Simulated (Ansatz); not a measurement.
# ZnS (F-43m) in Ansatz: notebook

Runs on ZnS. Level: BLYP+D3(BJ). Tasks: single point, equation of state.

All numbers are computed with Ansatz 0.2.0; they aren't measurements. Logs are shortened: lines on timing, memory, paths and dates and some standing lists are left out, and cuts for length are marked.

**What was measured.**

“Electronic, vibrational, and thermodynamic properties of ZnS (zincblende and rocksalt structure)”, 2009, arxiv:0911.5022 quotes, for a bulk crystal of ZnS: bulk modulus 76.9 GPa.

The runs below are set against these values where they give the same quantity.

### Step 1. The structure

The structure is cubic, space group F-43m (No. 216). The conventional cell has a = 5.404 Å, b = 5.404 Å, c = 5.404 Å, α = 90.00°, β = 90.00°, γ = 90.00°. Around Zn (site symmetry -43m) lie 4 S at 2.34 Å. S (site symmetry -43m) has 4 Zn at 2.34 Å as nearest neighbours.

### Step 2. Single point, BLYP+D3(BJ), 18.54 Å³/atom (volume scaled by 0.94)

input.yaml

```yaml
crystal:
  lattice:
    - [0.0, 2.6468416657, 2.6468416657]
    - [2.6468416657, 0.0, 2.6468416657]
    - [2.6468416657, 2.6468416657, 0.0]
  atoms:
    - { symbol: Zn, position: [0.75, 0.75, 0.75] }
    - { symbol: S, position: [0.0, 0.0, 0.0] }
hamiltonian:
  xc: blyp
  pseudopotentials: { kind: paw }
  dispersion: d3bj
kpoints:
  mp_grid: { grid: [9, 9, 9] }
scf:
  occupations: { method: fermi_dirac, width: 0.05 }
output:
  forces: true
  stress: true
  eigenvalues: true
```

Potentials or basis: Ansatz PAW.

The run is started by

```
$ ansatz run input.yaml --threads 2 --pin off --max-ram 5120MiB --backend cpu --events-out ev --progress --plain --runs-dir out
```

Log:

```text
Warning: RAYON_NUM_THREADS=2 ignored (pool sized by the plan → 2); use --threads N
Engine: ansatz 0.2.0, aarch64-unknown-linux-gnu
Pseudopotentials: kind: paw
Pseudopotential: Zn, paw, valence charge 12, recommended cutoff 420 eV (normal), Zn.paw.azcp
Pseudopotential: S, paw, valence charge 6, recommended cutoff 420 eV (normal), S.paw.azcp
Functional definition: BLYP
  parameter beta = 0.0042
  parameter a = 0.04918
  parameter b = 0.132
  parameter c = 0.2533
  parameter d = 0.349
  exchange = b88_x(beta = beta)
  correlation = lyp_c(a = a, b = b, c = c, d = d)
Crystal: 2 atoms, lattice volume = 37.086 Å³
Basis set: ecut = 420 eV, 725 PW (Γ), exchange–correlation on 54×54×54 points (8 copies of the dense FFT grid, shifted against one another)
Bands: 13, of which v1, the nominal top of the filled ones, is band 9 counted from 1 (8 counted from 0)
Symmetry: 24 space group operations
Space group: F-43m (ITA 216), of the structure as read, at distance tolerance 3.3e-5 Å
k-points: 35 of 729 (time reversal used)
Non-local potential: Zn, projectors of the file, l = 0: 2, l = 1: 2, l = 2: 3, l = 3: 1
Non-local potential: S, projectors of the file, l = 0: 2, l = 1: 2, l = 2: 2
PAW form: soft (Blöchl's): semilocal exchange-correlation on the pseudo side does not see the compensation charge
PAW frozen core: Zn, regenerated for the run's functional, and the local potential with it (the file was generated under x = pbe(κ = 0.804, μ = 0.2195149727645171), c = pbe(β = 0.06672455060314922))
PAW frozen core: S, regenerated for the run's functional, and the local potential with it (the file was generated under x = pbe(κ = 0.804, μ = 0.2195149727645171), c = pbe(β = 0.06672455060314922))
PAW one-centre angular grid: Zn, 590 points (default); XC on 64 Gauss nodes
PAW one-centre angular grid: S, 110 points (default); XC on 64 Gauss nodes
Initial density: superposition of atomic densities (neutral atoms: chi_scale 0, normalization atom), corrected by the library's trained network
Initial wavefunctions: pseudopotential atomic-orbital guess
Functional: x = b88, c = lyp
SCF iter   1: F=—  HF=-4238.120130 eV  |F-HF|=—  |Δ(HF+E_count)|=         —  Δρ=6.41e-3  dr2=1.85e-2  ethr=1.77e-3  ⟨swp⟩=5.4  Hψ=2708  notcnv=0
preconditioner: auto → none  [insulator: Δε(μ)=2.433 eV  Ē_g=12.643 eV  σ=0.050 eV  W_gap=1.00  n_scr=14 (ndim 8)  ℏωp=25.9 eV  f_vac=0.017  D(μ)=0.00/eV (n_scr^D=0)  ε∞_Penn≈5.2]
SCF iter   2: F=—  HF=-4238.113751 eV  |F-HF|=—  |Δ(HF+E_count)|=   6.38e-3  Δρ=1.65e-3  dr2=1.12e-3  ethr=1.03e-4  ⟨swp⟩=2.3  Hψ=1050  notcnv=0
SCF iter   3: F=—  HF=-4238.113390 eV  |F-HF|=—  |Δ(HF+E_count)|=   3.61e-4  Δρ=9.05e-4  dr2=1.47e-4  ethr=6.19e-6  ⟨swp⟩=2.6  Hψ=742  notcnv=0
SCF iter   4: F=—  HF=-4238.113366 eV  |F-HF|=—  |Δ(HF+E_count)|=   2.44e-5  Δρ=4.01e-4  dr2=4.37e-5  ethr=8.15e-7  ⟨swp⟩=2.0  Hψ=735  notcnv=0
SCF iter   5: F=—  HF=-4238.113361 eV  |F-HF|=—  |Δ(HF+E_count)|=   4.96e-6  Δρ=1.06e-4  dr2=1.81e-6  ethr=2.43e-7  ⟨swp⟩=2.0  Hψ=735  notcnv=0
SCF iter   6: F=-4238.113361 eV  HF=-4238.113361 eV  |F-HF|=2.83e-9  |Δ(HF+E_count)|=   5.09e-7  Δρ=1.25e-5  dr2=2.12e-8  ethr=5.56e-10  ⟨swp⟩=3.1  Hψ=1944  notcnv=0
SCF 1 converged in 6 iterations: F = -4238.113361 eV  dr2 = 2.12e-8
SCF converged after 6 iterations
Free energy (F): -4238.113361 eV
Harris-Foulkes:  -4238.113361 eV  (|F-HF|=2.83e-9)
Internal energy: -4238.113361 eV  (E = F + TS)
E sigma→0 (E₀):  -4238.113361 eV
Fermi energy:    8.218238 eV
--- Per-component energies (eV) ---
  E_band       = 21.889025
  E_kinetic    = 241.660244
  E_local      = -2001.157202  (includes V_loc(G=0)·N_el)
  E_nonlocal   = 640.715667
  E_hartree    = 839.762648
  E_xc         = -233.551826
  E_vxc        = -137.925886  (∫ρ·V_xc dr)
  E_paw        = -2444.564594  (= ΣΔE_a)
  E_vpaw       = -400.933499  (= ΣTr[D̂ρ^β])
  E_aug_tail   = -0.000376  (compensation charges beyond the density's cutoff)
  E_ewald      = -1279.498844
  E_disp       = -1.431235  (pairwise vdW)
  E_core_change = -0.047843  (= ΣΔE_core)
  E_smearing   = -0.000000  (= −TS)
  E_closure    = 0.000000  (closes the sum)
  Σ components = -4238.113361   (vs F -4238.113361, Δ=0.00e0)
--- Forces (eV/Å), atoms counted from 1 ---
  atom   1  Zn     0.00000000    -0.00000000    -0.00000000
  atom   2  S     -0.00000000     0.00000000    -0.00000000
  max |Σ_I F_I| component: 3.70e-17 eV/Å
--- Stress (GPa, compression-positive) ---
        4.324365      -0.000000       0.000000
       -0.000000       4.324365       0.000000
       -0.000000       0.000000       4.324365
  P = ⅓ Tr σ = 4.3244 GPa (43.244 kbar)
--- Band table (eV; the first three rows and the last of 35) ---
  k-point 0: bands = ["-6.5780", "0.3003", "0.3003", "0.3003", "0.8575", "0.8575", "6.9886", "6.9886", "6.9886", "9.3719", "13.3583", "13.3583", "13.3583"]
  k-point 1: bands = ["-6.4762", "0.2993", "0.3191", "0.3191", "0.8558", "0.8558", "6.0296", "6.8580", "6.8580", "10.0641", "13.3096", "13.5774", "13.5774"]
  k-point 2: bands = ["-6.2005", "0.3259", "0.3633", "0.3633", "0.8571", "0.8571", "4.4201", "6.5564", "6.5564", "10.6211", "13.8453", "13.9620", "13.9620"]
  k-point 34: bands = ["-5.2249", "0.4382", "0.5915", "0.7693", "0.8414", "1.2567", "2.1467", "3.8601", "4.4191", "12.6764", "13.0879", "14.6078", "16.1759"]
```

It took 0.88 s on 2 threads of Arm Neoverse V2, shared host; peak memory 0.3 GiB.

What came out:

* Free energy: -4238.1134 eV
* Pressure: 4.3 GPa
* Band gap on the k mesh: 2.38 eV, direct

Caveat: odd divisions of the mesh miss points on the zone boundary, where band edges often lie, so the gap on the mesh can be too wide; the PAW data sets come from PBE, with cores solved anew for the run's functional, which leaves a small shift of forces and pressure.

### Step 3. Single point, BLYP+D3(BJ), 18.94 Å³/atom (volume scaled by 0.96)

Edit input.yaml of step 2 so:

```diff
@@ -2,5 +2,5 @@
   lattice:
-    - [0.0, 2.6468416657, 2.6468416657]
-    - [2.6468416657, 0.0, 2.6468416657]
-    - [2.6468416657, 2.6468416657, 0.0]
+    - [0.0, 2.6654820099, 2.6654820099]
+    - [2.6654820099, 0.0, 2.6654820099]
+    - [2.6654820099, 2.6654820099, 0.0]
   atoms:
```

Potentials or basis: Ansatz PAW.

The run is started by

```
$ ansatz run input.yaml --threads 2 --pin off --max-ram 5120MiB --backend cpu --events-out ev --progress --plain --runs-dir out
```

It took 0.88 s on 2 threads of Arm Neoverse V2, shared host; peak memory 0.3 GiB.

The run converged. Its results:

- Free energy: -4238.1299 eV
- Pressure: 2.4 GPa
- Band gap on the k mesh: 2.28 eV, direct

Caveat: odd divisions of the mesh miss points on the zone boundary, where band edges often lie, so the gap on the mesh can be too wide; the PAW data sets come from PBE, with cores solved anew for the run's functional, which leaves a small shift of forces and pressure.

### Step 4. Single point, BLYP+D3(BJ), 19.33 Å³/atom (volume scaled by 0.98)

Edit input.yaml of step 3 so:

```diff
@@ -2,5 +2,5 @@
   lattice:
-    - [0.0, 2.6654820099, 2.6654820099]
-    - [2.6654820099, 0.0, 2.6654820099]
-    - [2.6654820099, 2.6654820099, 0.0]
+    - [0.0, 2.6838652254, 2.6838652254]
+    - [2.6838652254, 0.0, 2.6838652254]
+    - [2.6838652254, 2.6838652254, 0.0]
   atoms:
@@ -20 +20,5 @@
   eigenvalues: true
+  write_density: true
+  write_potential: true
+  elf: true
+  volumetric_format: npy
```

The run is started by

```
$ ansatz run input.yaml --threads 2 --pin off --max-ram 5120MiB --backend cpu --events-out ev --progress --plain --runs-dir out
```

Wall time 1.2 s (2 threads of Arm Neoverse V2, shared host); peak memory 0.31 GiB.

It converged, with:

| Property | Result |
| --- | --- |
| Free energy | -4238.1375 eV |
| Pressure | 0.7 GPa |
| Band gap on the k mesh | 2.19 eV, direct |

Caveat: odd divisions of the mesh miss points on the zone boundary, where band edges often lie, so the gap on the mesh can be too wide; the PAW data sets come from PBE, with cores solved anew for the run's functional, which leaves a small shift of forces and pressure.

### Step 5. Single point, BLYP+D3(BJ), 19.73 Å³/atom

input.yaml

```yaml
crystal:
  lattice:
    - [0.0, 2.702, 2.702]
    - [2.702, 0.0, 2.702]
    - [2.702, 2.702, 0.0]
  atoms:
    - { symbol: Zn, position: [0.75, 0.75, 0.75] }
    - { symbol: S, position: [0.0, 0.0, 0.0] }
hamiltonian:
  xc: blyp
  pseudopotentials: { kind: paw }
  dispersion: d3bj
kpoints:
  mp_grid: { grid: [9, 9, 9] }
scf:
  occupations: { method: fermi_dirac, width: 0.05 }
output:
  forces: true
  stress: true
  eigenvalues: true
```

The run is started by

```
$ ansatz run input.yaml --threads 2 --pin off --max-ram 5120MiB --backend cpu --events-out ev --progress --plain --runs-dir out
```

It took 0.91 s on 2 threads of Arm Neoverse V2, shared host; peak memory 0.3 GiB.

It converged, with:

```
Free energy            : -4238.1373 eV
Pressure               : -0.8 GPa
Band gap on the k mesh : 2.09 eV, direct
```

Caveat: odd divisions of the mesh miss points on the zone boundary, where band edges often lie, so the gap on the mesh can be too wide; the PAW data sets come from PBE, with cores solved anew for the run's functional, which leaves a small shift of forces and pressure.

### Step 6. Single point, BLYP+D3(BJ), 20.12 Å³/atom (volume scaled by 1.02)

Edit input.yaml of step 5 so:

```diff
@@ -2,5 +2,5 @@
   lattice:
-    - [0.0, 2.702, 2.702]
-    - [2.702, 0.0, 2.702]
-    - [2.702, 2.702, 0.0]
+    - [0.0, 2.7198945612, 2.7198945612]
+    - [2.7198945612, 0.0, 2.7198945612]
+    - [2.7198945612, 2.7198945612, 0.0]
   atoms:
@@ -20 +20,5 @@
   eigenvalues: true
+  write_density: true
+  write_potential: true
+  elf: true
+  volumetric_format: npy
```

Potentials or basis: Ansatz PAW.

The run is started by

```
$ ansatz run input.yaml --threads 2 --pin off --max-ram 5120MiB --backend cpu --events-out ev --progress --plain --runs-dir out
```

Wall time 1.2 s (2 threads of Arm Neoverse V2, shared host); peak memory 0.31 GiB.

It converged, with:

```yaml
Free_energy: -4238.1299 eV
Pressure: -2.2 GPa
Band_gap_on_the_k_mesh: 2.00 eV, direct
```

Caveat: odd divisions of the mesh miss points on the zone boundary, where band edges often lie, so the gap on the mesh can be too wide; the PAW data sets come from PBE, with cores solved anew for the run's functional, which leaves a small shift of forces and pressure.

### Step 7. Single point, BLYP+D3(BJ), 20.52 Å³/atom (volume scaled by 1.04)

input.yaml

```yaml
crystal:
  lattice:
    - [0.0, 2.7375567091, 2.7375567091]
    - [2.7375567091, 0.0, 2.7375567091]
    - [2.7375567091, 2.7375567091, 0.0]
  atoms:
    - { symbol: Zn, position: [0.75, 0.75, 0.75] }
    - { symbol: S, position: [0.0, 0.0, 0.0] }
hamiltonian:
  xc: blyp
  pseudopotentials: { kind: paw }
  dispersion: d3bj
kpoints:
  mp_grid: { grid: [9, 9, 9] }
scf:
  occupations: { method: fermi_dirac, width: 0.05 }
output:
  forces: true
  stress: true
  eigenvalues: true
```

The run is started by

```
$ ansatz run input.yaml --threads 2 --pin off --max-ram 5120MiB --backend cpu --events-out ev --progress --plain --runs-dir out
```

Run time: 0.92 s. Hardware: 2 threads of Arm Neoverse V2, shared host; peak memory 0.3 GiB.

The run converged. Its results:

```
Free energy            : -4238.1161 eV
Pressure               : -3.4 GPa
Band gap on the k mesh : 1.91 eV, direct
```

Caveat: odd divisions of the mesh miss points on the zone boundary, where band edges often lie, so the gap on the mesh can be too wide; the PAW data sets come from PBE, with cores solved anew for the run's functional, which leaves a small shift of forces and pressure.

### Step 8. Single point, BLYP+D3(BJ), 20.91 Å³/atom (volume scaled by 1.06)

Edit input.yaml of step 7 so:

```diff
@@ -2,5 +2,5 @@
   lattice:
-    - [0.0, 2.7375567091, 2.7375567091]
-    - [2.7375567091, 0.0, 2.7375567091]
-    - [2.7375567091, 2.7375567091, 0.0]
+    - [0.0, 2.7549938462, 2.7549938462]
+    - [2.7549938462, 0.0, 2.7549938462]
+    - [2.7549938462, 2.7549938462, 0.0]
   atoms:
@@ -20 +20,5 @@
   eigenvalues: true
+  write_density: true
+  write_potential: true
+  elf: true
+  volumetric_format: npy
```

The run is started by

```
$ ansatz run input.yaml --threads 2 --pin off --max-ram 5120MiB --backend cpu --events-out ev --progress --plain --runs-dir out
```

Run time: 1.2 s. Hardware: 2 threads of Arm Neoverse V2, shared host; peak memory 0.31 GiB.

It converged, with:

```yaml
Free_energy: -4238.0967 eV
Pressure: -4.5 GPa
Band_gap_on_the_k_mesh: 1.83 eV, direct
```

Caveat: odd divisions of the mesh miss points on the zone boundary, where band edges often lie, so the gap on the mesh can be too wide; the PAW data sets come from PBE, with cores solved anew for the run's functional, which leaves a small shift of forces and pressure.

### Step 9. Equation of state, BLYP+D3(BJ)

Potentials or basis: Ansatz PAW.

This step only gathers the single runs of the series.

Results:

- Equilibrium volume: 19.51 Å³/atom
- Bulk modulus: 76 GPa
- Pressure derivative of the bulk modulus: 4.5

Energy against volume, from the lowest point:
| volume (Å³/atom) | energy (meV/atom) |
| --- | --- |
| 18.543 | 12.09 |
| 18.938 | 3.82 |
| 19.332 | 0.00 |
| 19.727 | 0.14 |
| 20.121 | 3.85 |
| 20.516 | 10.72 |
| 20.910 | 20.44 |

Caveat: the potentials were made for another functional, which shifts forces and pressure.

### Step 10. Against experiment

Step 9. Against the measured bulk modulus of ZnS, 76.9 GPa (quoted in “Electronic, vibrational, and thermodynamic properties of ZnS (zincblende and rocksalt structure)”, 2009, arxiv:0911.5022), the calculated 76 GPa is off by -1.5 %. The fit is for a static lattice scaled at fixed shape and fixed fractional positions.
